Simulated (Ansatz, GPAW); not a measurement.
CuI: 3 runs at one level of theory

```
I Cu
1.0
     0.00000    3.03150    3.03150
     3.03150    0.00000    3.03150
     3.03150    3.03150    0.00000
I Cu
1 1
Direct
  0.00000 0.00000 0.00000
  0.75000 0.75000 0.75000
```

Alike in all runs: task single point; functional PBE; k mesh 8 × 8 × 8; occupations gaussian, width 0.016 eV; no spin polarisation; no spin-orbit coupling. Pressure is positive in compression and, in plane waves, holds the error of the finite cutoff, which Ansatz's Pulay term estimates and takes out.

```csv
program and potentials,plane-wave cutoff (eV),notes,band gap (eV),pressure (GPa)
"Ansatz, Ansatz PAW",420,18 valence electrons an atom on average; Pulay term of +0.04 GPa included,1.12,0.31
"Ansatz, all-electron LAPW, scalar-relativistic",-,-,1.12,0.33
"GPAW, GPAW PAW data sets (gpaw-data 1.2.1)",600,9 valence electrons an atom on average,1.14,0.89
```

The band gap spans 1.12 (Ansatz, all-electron LAPW, scalar-relativistic) to 1.14 eV (GPAW, GPAW PAW data sets (gpaw-data 1.2.1)), with all-electron results at 1.12. The pressure spans 0.31 (Ansatz, Ansatz PAW) to 0.89 GPa (GPAW, GPAW PAW data sets (gpaw-data 1.2.1)), with all-electron results at 0.33. Spin-orbit coupling, left out here, moves the band edges of heavy atoms.

The functional is the same throughout but for its coding, so the spread measures potentials, basis and numerics; runs on potential files found faulty are left out.
